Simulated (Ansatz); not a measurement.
Theory: DFT PBE, scalar-relativistic, plane waves, PAW in Ansatz. All cells share a 420 eV cutoff and Γ-centred k meshes spaced at most about 0.3 Å⁻¹ (about 0.25 or finer for metals, 2π included). No spin polarisation.

These are static total energies at zero pressure.

Question: Which of these relaxed structures of ZnS₇ is the lowest in energy?
A.

```
CELL_PARAMETERS angstrom
4.50818 0.00000 0.00000
0.00000 5.42118 0.00000
-1.17798 0.00000 11.44591
ATOMIC_POSITIONS crystal
Zn 0.00000 0.77420 0.00000
S 0.88341 0.54448 0.26462
S 0.19678 0.71149 0.38046
S 0.70377 0.79791 0.13913
S 0.11658 0.54448 0.73538
S 0.80322 0.71149 0.61954
S 0.29623 0.79791 0.86087
S 0.00000 0.93007 0.50000
```

B.

```
CELL_PARAMETERS angstrom
4.78773 0.00000 0.00000
0.00000 4.78773 0.00000
0.00000 0.00000 8.57076
ATOMIC_POSITIONS crystal
Zn 0.00000 0.00000 0.46115
S 0.50000 0.00000 0.50562
S 0.00000 0.50000 0.50562
S 0.27568 0.27568 0.04051
S 0.72432 0.72432 0.04051
S 0.72432 0.27568 0.04051
S 0.27568 0.72432 0.04051
S 0.50000 0.50000 0.57012
```

C.

```
CELL_PARAMETERS angstrom
4.57475 2.64123 2.93312
-4.57475 2.64123 2.93312
0.00000 -5.28247 2.93312
ATOMIC_POSITIONS crystal
Zn 0.72622 0.72622 0.72622
S 0.82257 0.82257 0.17671
S 0.16272 0.78747 0.16272
S 0.17671 0.82257 0.82257
S 0.16272 0.16272 0.78747
S 0.82257 0.17671 0.82257
S 0.78747 0.16272 0.16272
S 0.48404 0.48404 0.48404
```

Answer: A. The next of these, C, lies 182 meV/atom higher. Forms: A P2; C R3m; B P4mm. Counting S atoms around Zn (those within 1.25 times the shortest such distance or 1.15 times the sum of covalent radii; a plus sign parts nearer from farther groups): A has Zn 2; C has Zn 1+3; B has Zn 4. A holds S–S units of three or more atoms (shortest 2.05 Å); C holds S–S units of three or more atoms (shortest 2.11 Å); B holds S–S units of three or more atoms (shortest 2.15 Å). All come from invented guesses.

No dispersion correction is applied, so the spacing and binding between layers, chains or molecules are poorly described (P2, R3m, P4mm), and this can change margins and order among such cells. Cells relaxed within their symmetry can be saddle points. Some candidate types were left out of the draw beforehand, so a known form may be missing.
